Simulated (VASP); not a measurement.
Input of a VASP 6.6.1 run:

File INCAR:

```
SYSTEM = PtS2
PREC = Accurate
ENCUT = 600
EDIFF = 1E-6
ISMEAR = -1
SIGMA = 0.05
LREAL = .FALSE.
LASPH = .TRUE.
NELM = 60
ALGO = Normal
ISIF = 3
LWAVE = .FALSE.
LCHARG = .FALSE.
GGA = PS
IBRION = 2
NSW = 60
EDIFFG = -0.01
```

File KPOINTS:

```
regular mesh
0
G
  9 9 5
  0 0 0
```

Contents of POSCAR:

```
PtS2
1.0
    3.5432000000      0.0000000000      0.0000000000
   -1.7716000000      3.0685012107      0.0000000000
    0.0000000000      0.0000000000      5.0388000000
Pt S
1 2
Direct
    0.0000000000      0.0000000000      0.0000000000
    0.6666666667      0.3333333333      0.7730000000
    0.3333333333      0.6666666667      0.2270000000
```

Potentials or basis: VASP PAW PBE potentials, release 64 (Pt, S).

Launch:

```bash
$ cat potpaw_PBE.64/Pt/POTCAR potpaw_PBE.64/S/POTCAR > POTCAR
$ mpirun -np 1 vasp_std > vasp.out
```

(1) Predict the band gap on the k mesh.

(2) What does it give for the relaxed cell?

(3) Predict the relaxed volume.

Answers

(1) 0.37 eV, indirect (least direct gap 0.89 eV).

(2) a = 3.567 Å, b = 3.567 Å, c = 4.810 Å, α = 90.00°, β = 90.00°, γ = 120.00°.

(3) 17.66 Å³/atom.

Caveat: the PAW data sets were made with another functional, which shifts forces and pressure a little; spin-orbit coupling is left out, which moves the levels of the heavy elements; an odd mesh through Γ misses points on the zone boundary, where band edges often lie.
